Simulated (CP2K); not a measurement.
# Rh (Fm-3m) in CP2K: equation of state

Aim: energy against volume of Rh in PBEsol, for its equilibrium volume and stiffness.

Everything below comes from runs of CP2K 2026.2. Logs are shortened: lines on timing, memory, paths and dates and some standing lists are left out, and cuts for length are marked.

**Measured values to compare with.**

From “Thermal equation of state of rhodium characterized by XRD in a resistively heated diamond anvil cell”, 2024, pmc:11535440, for a bulk crystal of Rh: bulk modulus 264 ± 1 GPa.

How close the calculation comes is told below.

**1. Starting point**

It takes space group Fm-3m (No. 225, cubic). The conventional cell has a = 3.796 Å, b = 3.796 Å, c = 3.796 Å, α = 90.00°, β = 90.00°, γ = 90.00°. Rh (site symmetry m-3m) has 12 Rh at 2.68 Å as nearest neighbours.

**2. Single point, PBEsol, 13.67 Å³/atom**

The input, rh_eos.inp:

```
&GLOBAL
  PROJECT rh_eos
  RUN_TYPE ENERGY_FORCE
  PRINT_LEVEL LOW
&END GLOBAL
&FORCE_EVAL
  METHOD QS
  STRESS_TENSOR ANALYTICAL
  &DFT
    BASIS_SET_FILE_NAME BASIS_MOLOPT_UZH
    POTENTIAL_FILE_NAME POTENTIAL_UZH
    &MGRID
      CUTOFF 450
      REL_CUTOFF 60
      NGRIDS 5
    &END MGRID
    &QS
      METHOD GPW
      EPS_DEFAULT 1.0E-10
    &END QS
    &KPOINTS
      SCHEME MONKHORST-PACK 12 12 12
      GAMMA_CENTERED T
      SYMMETRY T
      SYMMETRY_BACKEND SPGLIB
    &END KPOINTS
    &SCF
      SCF_GUESS ATOMIC
      EPS_SCF 1.0E-6
      MAX_SCF 100
      ADDED_MOS 11
      CHOLESKY OFF
      EPS_EIGVAL 1.0E-7
      &DIAGONALIZATION ON
        ALGORITHM STANDARD
      &END DIAGONALIZATION
      &MIXING ON
        METHOD BROYDEN_MIXING
        ALPHA 0.4
        BETA 1.5
        NBUFFER 8
      &END MIXING
      &SMEAR ON
        METHOD FERMI_DIRAC
        ELECTRONIC_TEMPERATURE 580.23
      &END SMEAR
    &END SCF
    &XC
      &XC_FUNCTIONAL
        &GGA_X_PBE_SOL
        &END GGA_X_PBE_SOL
        &GGA_C_PBE_SOL
        &END GGA_C_PBE_SOL
      &END XC_FUNCTIONAL
    &END XC
    &PRINT
      &KPOINTS ON
      &END KPOINTS
      &MULLIKEN ON
      &END MULLIKEN
      &MO ON
        ENERGIES T
        OCCUPATION_NUMBERS T
        &EACH
          QS_SCF 0
        &END EACH
        ADD_LAST NUMERIC
      &END MO
    &END PRINT
  &END DFT
  &SUBSYS
    &CELL
      ABC 2.6839652093 2.6839652094 2.6839652094
      ALPHA_BETA_GAMMA 59.9999999994 60.0000000001 59.9999999999
      PERIODIC XYZ
    &END CELL
    &COORD
      SCALED
      Rh  0.0000000000 0.0000000000 0.0000000000
    &END COORD
    &KIND Rh
      BASIS_SET TZVP-MOLOPT-PBE-GTH-q17
      POTENTIAL GTH-PBE-q17
    &END KIND
    &PRINT
      &ATOMIC_COORDINATES ON
      &END ATOMIC_COORDINATES
      &CELL ON
      &END CELL
    &END PRINT
  &END SUBSYS
  &PRINT
    &FORCES ON
    &END FORCES
    &STRESS_TENSOR ON
    &END STRESS_TENSOR
  &END PRINT
&END FORCE_EVAL
```

Potentials or basis: POTENTIAL_UZH Rh GTH-PBE-q17; TZVP-MOLOPT-PBE-GTH basis.

The run is started by

```console
> OMP_NUM_THREADS=1 cp2k.psmp -i rh_eos.inp -o rh_eos.out
```

rh_eos.out:

```text

 CP2K| version string:                                       CP2K version 2026.2
 CP2K| Input file name                                                rh_eos.inp

 GLOBAL| Force Environment number                                              1
 GLOBAL| Basis set file name                                    BASIS_MOLOPT_UZH
 GLOBAL| Potential file name                                       POTENTIAL_UZH
 GLOBAL| MM Potential file name                                     MM_POTENTIAL
 GLOBAL| Coordinate file name                                      __STD_INPUT__
 GLOBAL| Method name                                                        CP2K
 GLOBAL| Project name                                                     rh_eos
 GLOBAL| Run type                                                   ENERGY_FORCE
 GLOBAL| FFT library                                                       FFTW3
[... 6 lines left out ...]
 GLOBAL| Total number of message passing processes                             1
 GLOBAL| Number of threads for this process                                    1
 GLOBAL| CPU model name                          AMD EPYC 7R43 64-Core Processor

 CELL| Volume [angstrom^3]:                                            13.671484
 CELL| Vector a [angstrom]:       2.684     0.000     0.000   |a| =     2.683965
 CELL| Vector b [angstrom]:       1.342     2.324     0.000   |b| =     2.683965
 CELL| Vector c [angstrom]:       1.342     0.775     2.191   |c| =     2.683965
 CELL| Angle (b,c), alpha [degree]:                                    60.000000
 CELL| Angle (a,c), beta  [degree]:                                    60.000000
 CELL| Angle (a,b), gamma [degree]:                                    60.000000
 CELL| Numerically orthorhombic:                                              NO
 CELL| Periodicity                                                           XYZ

 CELL_REF| Volume [angstrom^3]:                                        13.671484
 CELL_REF| Vector a [angstrom     2.684     0.000     0.000   |a| =     2.683965
 CELL_REF| Vector b [angstrom     1.342     2.324     0.000   |b| =     2.683965
 CELL_REF| Vector c [angstrom     1.342     0.775     2.191   |c| =     2.683965
 CELL_REF| Angle (b,c), alpha [degree]:                                60.000000
 CELL_REF| Angle (a,c), beta  [degree]:                                60.000000
 CELL_REF| Angle (a,b), gamma [degree]:                                60.000000
 CELL_REF| Numerically orthorhombic:                                          NO
 CELL_REF| Periodicity                                                       XYZ
[... 9 lines left out ...]
 TOTAL NUMBERS AND MAXIMUM NUMBERS

  Total number of            - Atomic kinds:                                   1
                             - Atoms:                                          1
                             - Shell sets:                                     1
                             - Shells:                                        11
                             - Primitive Cartesian functions:                  7
                             - Cartesian basis functions:                     41
                             - Spherical basis functions:                     35

  Maximum angular momentum of- Orbital basis functions:                        3
                             - Local part of the GTH pseudopotential:          2
                             - Non-local part of the GTH pseudopotential:      4

 MODULE QUICKSTEP: ATOMIC COORDINATES IN ANGSTROM

   Atom Kind Element         X             Y             Z       Z(eff)     Mass
      1    1 Rh   45      0.000000      0.000000      0.000000  17.0000 102.9055

 SCF PARAMETERS         Density guess:                                    ATOMIC
                        --------------------------------------------------------
                        max_scf:                                             100
[... 7 lines left out ...]
                        --------------------------------------------------------
                        level_shift [a.u.]:                             0.000000
                        added MOs                                        11    0
                        --------------------------------------------------------
                        Mixing method:                            BROYDEN_MIXING
                                                charge density mixing in g-space
                        --------------------------------------------------------
                        Smear method:                                FERMI_DIRAC
                        Electronic temperature [K]:                        580.2
                        Electronic temperature [a.u.]:                  1.84E-03
                        Accuracy threshold:                             1.00E-10
[... 35 lines left out ...]
 Number of independent orbital functions:                                     35

 SCF WAVEFUNCTION OPTIMIZATION

  Step     Update method      Time    Convergence         Total energy    Change
  ------------------------------------------------------------------------------
     1 NoMix/Diag. 0.40E+00   19.4     0.48601261      -109.8291122988 -1.10E+02
     2 Broy./Diag. 0.40E+00   12.9     0.06101742      -111.1119714854 -1.28E+00
     3 Broy./Diag. 0.40E+00   13.2     0.05614466      -110.0490420603  1.06E+00
     4 Broy./Diag. 0.40E+00   13.2     0.02282334      -109.4157712403  6.33E-01
     5 Broy./Diag. 0.40E+00   13.7     0.00145332      -109.4516825515 -3.59E-02
     6 Broy./Diag. 0.40E+00   13.2     0.00052908      -109.4311572080  2.05E-02
     7 Broy./Diag. 0.40E+00   13.0     0.00012277      -109.4303995337  7.58E-04
     8 Broy./Diag. 0.40E+00   12.6     0.00006175      -109.4298239155  5.76E-04
     9 Broy./Diag. 0.40E+00   12.8     0.00000656      -109.4300997387 -2.76E-04
    10 Broy./Diag. 0.40E+00   12.8     0.00000214      -109.4300877209  1.20E-05
    11 Broy./Diag. 0.40E+00   13.2     0.00000042      -109.4300908778 -3.16E-06

  *** SCF run converged in    11 steps ***

  Electronic density on regular grids:        -16.9999999997        0.0000000003
  Core density on regular grids:               16.9999999994       -0.0000000006
  Total charge density on r-space grids:       -0.0000000004
  Total charge density g-space grids:          -0.0000000004

  Overlap energy of the core charge distribution:               0.00000000000000
  Self energy of the core charge distribution:               -197.34967383445772
  Core Hamiltonian energy:                                     46.55713362296468
  Hartree energy:                                              52.52348648073848
  Exchange-correlation energy:                                -11.16075059451415
  Electronic entropic energy:                                  -0.00028655244253
  Fermi energy:                                                 0.65396657384874

  Total energy:                                              -109.43009087783022
  Total energy (extrapolated to T->0):                       -109.42994760160896

 MO| EIGENVALUES AND OCCUPATION NUMBERS FOR K POINT 1
 MO|
 MO|  Index      Eigenvalue [a.u.]        Eigenvalue [eV]             Occupation
 MO|      1              -2.239994             -60.953330               2.000000
 MO|      2              -1.078018             -29.334351               2.000000
 MO|      3              -1.054631             -28.697963               2.000000
 MO|      4              -1.054631             -28.697963               2.000000
 MO|      5               0.423547              11.525308               2.000000
 MO|      6               0.536593              14.601430               2.000000
[... 12 lines left out ...]
 MO|     19               2.103710              57.244848               0.000000
 MO|     20               2.195715              59.748433               0.000000
 MO| Sum:                                                              16.004150
 MO| E(Fermi):            0.653967 a.u.         17.795335 eV
[... 315 lines left out ...]
 MO|  Index      Eigenvalue [a.u.]        Eigenvalue [eV]             Occupation
 MO|      1              -2.240363             -60.963391               2.000000
 MO|      2              -1.072216             -29.176493               2.000000
 MO|      3              -1.057684             -28.781037               2.000000
 MO|      4              -1.054606             -28.697291               2.000000
 MO|      5               0.449100              12.220640               2.000000
 MO|      6               0.527882              14.364395               2.000000
[... 12 lines left out ...]
 MO|     19               2.174180              59.162435               0.000000
 MO|     20               2.198660              59.828593               0.000000
 MO| Sum:                                                              17.999868
 MO| E(Fermi):            0.653967 a.u.         17.795335 eV

 [... the levels of further k-points ...]

 !-----------------------------------------------------------------------------!
                     Mulliken Population Analysis

 #  Atom  Element  Kind  Atomic population                           Net charge
       1     Rh       1         17.000000                             -0.000000
 # Total charge                             17.000000                 -0.000000

 !-----------------------------------------------------------------------------!

 ENERGY| Total FORCE_EVAL ( QS ) energy [hartree]           -109.430092558140586

 FORCES| Atomic forces [hartree/bohr]
 FORCES|   Atom     x               y               z               |f|
 FORCES|      1  2.03132498E-14  2.69738149E-14  1.93350142E-14   3.89108929E-14
 FORCES| Sum     2.03132498E-14  2.69738149E-14  1.93350142E-14
 FORCES| Total atomic force                                       3.89108929E-14

 STRESS| Analytical stress tensor [bar]
 STRESS|                        x                   y                   z
 STRESS|      x       -1.18548437574E+04  -2.11717731415E-01  -1.49329620558E-01
 STRESS|      y       -2.11717731415E-01  -1.18546057084E+04  -8.86651921084E-02
 STRESS|      z       -1.49329620558E-01  -8.86651921084E-02  -1.18545516106E+04
 STRESS| 1/3 Trace                                            -1.18546670254E+04
 STRESS| Determinant                                          -1.66597346438E+12

 STRESS| Eigenvectors and eigenvalues of the analytical stress tensor [bar]
 STRESS|                        1                   2                   3
 STRESS| Eigenvalues  -1.18550305817E+04  -1.18544888047E+04  -1.18544816899E+04
 STRESS|      x           0.811102562128     -0.367035795139     -0.455409001664
 STRESS|      y           0.475313007328     -0.040137023682      0.878900770505
 STRESS|      z           0.340866805035      0.929340488958     -0.141901644840
```

Run time: 3 min. Hardware: 1 thread of AMD EPYC 7R43 (Zen 3), shared host; peak memory 0.34 GiB.

Results:

```
Free energy            : -2977.7443 eV
Pressure               : -1.2 GPa
Band gap on the k mesh : none (metal or under the smearing width)
```

Caveat: the potentials were made for another functional, which shifts forces and pressure; the basis of atomic orbitals isn't converged, which shifts pressures, moduli and gaps.

**3. Single point, PBEsol, 13.40 Å³/atom (volume scaled by 0.98)**

rh_eos.inp: that of step 2 with these lines changed.

```diff
@@ -11,2 +11,3 @@
     POTENTIAL_FILE_NAME POTENTIAL_UZH
+    WFN_RESTART_FILE_NAME previous-RESTART.kp
     &MGRID
@@ -27,3 +28,3 @@
     &SCF
-      SCF_GUESS ATOMIC
+      SCF_GUESS RESTART
       EPS_SCF 1.0E-6
@@ -72,4 +73,4 @@
     &CELL
-      ABC 2.6839652093 2.6839652094 2.6839652094
-      ALPHA_BETA_GAMMA 59.9999999994 60.0000000001 59.9999999999
+      ABC 2.6659514772 2.6659514773 2.6659514773
+      ALPHA_BETA_GAMMA 59.9999999978 59.9999999990 59.9999999991
       PERIODIC XYZ
```

Potentials or basis: POTENTIAL_UZH Rh GTH-PBE-q17; TZVP-MOLOPT-PBE-GTH basis.

The run is started by

```console
> OMP_NUM_THREADS=1 cp2k.psmp -i rh_eos.inp -o rh_eos.out
```

Wall time 2.8 min (1 thread of AMD EPYC 7R43 (Zen 3), shared host); peak memory 0.34 GiB.

The run converged. Its results:

```
Free energy            : -2977.7410 eV
Pressure               : 5.1 GPa
Band gap on the k mesh : none (metal or under the smearing width)
```

Caveat: the potentials were made for another functional, which shifts forces and pressure; the basis of atomic orbitals isn't converged, which shifts pressures, moduli and gaps.

**4. Single point, PBEsol, 13.94 Å³/atom (volume scaled by 1.02)**

rh_eos.inp: that of step 3 with these lines changed.

```diff
@@ -73,4 +73,4 @@
     &CELL
-      ABC 2.6659514772 2.6659514773 2.6659514773
-      ALPHA_BETA_GAMMA 59.9999999978 59.9999999990 59.9999999991
+      ABC 2.7017403314 2.7017403315 2.7017403315
+      ALPHA_BETA_GAMMA 59.9999999992 60.0000000009 60.0000000008
       PERIODIC XYZ
```

The run is started by

```console
> OMP_NUM_THREADS=1 cp2k.psmp -i rh_eos.inp -o rh_eos.out
```

Wall time 2.4 min (1 thread of AMD EPYC 7R43 (Zen 3), shared host); peak memory 0.33 GiB.

The run converged. Its results:

| Quantity | Value |
| --- | --- |
| Free energy | -2977.7374 eV |
| Pressure | -6.7 GPa |
| Band gap on the k mesh | none (metal or under the smearing width) |

Caveat: the potentials were made for another functional, which shifts forces and pressure; the basis of atomic orbitals isn't converged, which shifts pressures, moduli and gaps.

**5. Single point, PBEsol, 13.12 Å³/atom (volume scaled by 0.96)**

rh_eos.inp: that of step 4 with these lines changed.

```diff
@@ -73,4 +73,4 @@
     &CELL
-      ABC 2.7017403314 2.7017403315 2.7017403315
-      ALPHA_BETA_GAMMA 59.9999999992 60.0000000009 60.0000000008
+      ABC 2.6476909625 2.6476909626 2.6476909626
+      ALPHA_BETA_GAMMA 59.9999999998 59.9999999999 60.0000000002
       PERIODIC XYZ
```

The run is started by

```console
> OMP_NUM_THREADS=1 cp2k.psmp -i rh_eos.inp -o rh_eos.out
```

Run time: 2.8 min. Hardware: 1 thread of AMD EPYC 7R43 (Zen 3), shared host; peak memory 0.35 GiB.

The run converged. Its results:

* Free energy: -2977.7265 eV
* Pressure: 12.2 GPa
* Band gap on the k mesh: none (metal or under the smearing width)

Caveat: the potentials were made for another functional, which shifts forces and pressure; the basis of atomic orbitals isn't converged, which shifts pressures, moduli and gaps.

**6. Single point, PBEsol, 14.22 Å³/atom (volume scaled by 1.04)**

rh_eos.inp: that of step 5 with these lines changed.

```diff
@@ -73,4 +73,4 @@
     &CELL
-      ABC 2.6476909625 2.6476909626 2.6476909626
-      ALPHA_BETA_GAMMA 59.9999999998 59.9999999999 60.0000000002
+      ABC 2.7192845913 2.7192845914 2.7192845915
+      ALPHA_BETA_GAMMA 59.9999999993 60.0000000008 60.0000000003
       PERIODIC XYZ
```

Potentials or basis: POTENTIAL_UZH Rh GTH-PBE-q17; TZVP-MOLOPT-PBE-GTH basis.

The run is started by

```console
> OMP_NUM_THREADS=1 cp2k.psmp -i rh_eos.inp -o rh_eos.out
```

Wall time 2.4 min (1 thread of AMD EPYC 7R43 (Zen 3), shared host); peak memory 0.33 GiB.

The run converged. Its results:

* Free energy: -2977.7217 eV
* Pressure: -11.6 GPa
* Band gap on the k mesh: none (metal or under the smearing width)

Caveat: the potentials were made for another functional, which shifts forces and pressure; the basis of atomic orbitals isn't converged, which shifts pressures, moduli and gaps.

**7. Single point, PBEsol, 12.85 Å³/atom (volume scaled by 0.94)**

rh_eos.inp: that of step 6 with these lines changed.

```diff
@@ -73,4 +73,4 @@
     &CELL
-      ABC 2.7192845913 2.7192845914 2.7192845915
-      ALPHA_BETA_GAMMA 59.9999999993 60.0000000008 60.0000000003
+      ABC 2.6291750353 2.6291750354 2.6291750354
+      ALPHA_BETA_GAMMA 60.0000000005 60.0000000003 59.9999999994
       PERIODIC XYZ
```

The run is started by

```console
> OMP_NUM_THREADS=1 cp2k.psmp -i rh_eos.inp -o rh_eos.out
```

It took 2.7 min on 1 thread of AMD EPYC 7R43 (Zen 3), shared host; peak memory 0.35 GiB.

It converged, with:

```
Free energy            : -2977.6990 eV
Pressure               : 20.2 GPa
Band gap on the k mesh : none (metal or under the smearing width)
```

Caveat: the potentials were made for another functional, which shifts forces and pressure; the basis of atomic orbitals isn't converged, which shifts pressures, moduli and gaps.

**8. Single point, PBEsol, 14.49 Å³/atom (volume scaled by 1.06)**

rh_eos.inp: that of step 7 with these lines changed.

```diff
@@ -73,4 +73,4 @@
     &CELL
-      ABC 2.6291750353 2.6291750354 2.6291750354
-      ALPHA_BETA_GAMMA 60.0000000005 60.0000000003 59.9999999994
+      ABC 2.7366053423 2.7366053424 2.7366053424
+      ALPHA_BETA_GAMMA 59.9999999991 60.0000000000 60.0000000005
       PERIODIC XYZ
```

The run is started by

```console
> OMP_NUM_THREADS=1 cp2k.psmp -i rh_eos.inp -o rh_eos.out
```

It took 2.3 min on 1 thread of AMD EPYC 7R43 (Zen 3), shared host; peak memory 0.33 GiB.

It converged, with:

```
Free energy            : -2977.6981 eV
Pressure               : -15.9 GPa
Band gap on the k mesh : none (metal or under the smearing width)
```

Caveat: the potentials were made for another functional, which shifts forces and pressure; the basis of atomic orbitals isn't converged, which shifts pressures, moduli and gaps.

**9. Equation of state, PBEsol**

Potentials or basis: POTENTIAL_UZH Rh GTH-PBE-q17; TZVP-MOLOPT-PBE-GTH basis.

No new run: the results of the series are fitted here.

What came out:

| Quantity | Value |
| --- | --- |
| Equilibrium volume | 13.62 Å³/atom |
| Bulk modulus | 300 GPa |
| Pressure derivative of the bulk modulus | 5.1 |

Energy against volume, from the lowest point:
```
volume (Å³/atom)  energy (meV/atom)
          12.851              45.24
          13.125              17.80
          13.398               3.21
          13.671               0.00
          13.945               6.85
          14.218              22.58
          14.492              46.17
```

Caveat: the potentials were made for another functional, which shifts forces and pressure; the basis of atomic orbitals isn't converged, which shifts pressures, moduli and gaps.

**10. Against experiment**

Step 9. Against the measured bulk modulus of Rh, 264 GPa (quoted in “Thermal equation of state of rhodium characterized by XRD in a resistively heated diamond anvil cell”, 2024, pmc:11535440), the calculated 300 GPa is off by +13.8 %. The fit is for a static lattice scaled at fixed shape and fixed fractional positions.
